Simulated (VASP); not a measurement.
A run of VASP 6.6.1:

File INCAR:

```
SYSTEM = Mg2Ge
PREC = Accurate
ENCUT = 600
EDIFF = 1E-6
ISMEAR = 0
SIGMA = 0.02
LREAL = .False.
LASPH = .True.
NELM = 120
ALGO = Fast
ISIF = 3
LWAVE = .False.
LCHARG = .False.
GGA = PS
IBRION = 2
NSW = 60
EDIFFG = -0.005
```

The input KPOINTS:

```
regular mesh
0
Gamma
  10 10 10
  0 0 0
```

POSCAR

```
Mg2Ge
1.0
    0.0000000000      3.1850000000      3.1850000000
    3.1850000000      0.0000000000      3.1850000000
    3.1850000000      3.1850000000      0.0000000000
Ge Mg
1 2
Direct
    0.0000000000      0.0000000000      0.0000000000
    0.2500000000      0.2500000000      0.2500000000
    0.7500000000      0.7500000000      0.7500000000
```

Potentials or basis: VASP PAW PBE potentials, release 64 (Ge_d, Mg).

Run with:

```console
$ cat potpaw_PBE.64/Ge_d/POTCAR potpaw_PBE.64/Mg/POTCAR > POTCAR
$ mpirun -np 1 vasp_std > vasp.out
```

Hardware: 1 thread of Intel(R) Xeon(R) 6975P-C (Granite Rapids), with other jobs on the host.

How long does it take, and how much memory?

Run time: 30 s on 1 thread of Intel(R) Xeon(R) 6975P-C (Granite Rapids), on a shared host, peak memory 0.24 GiB. Counts: scf iterations 20, k points 47, ion steps 2.
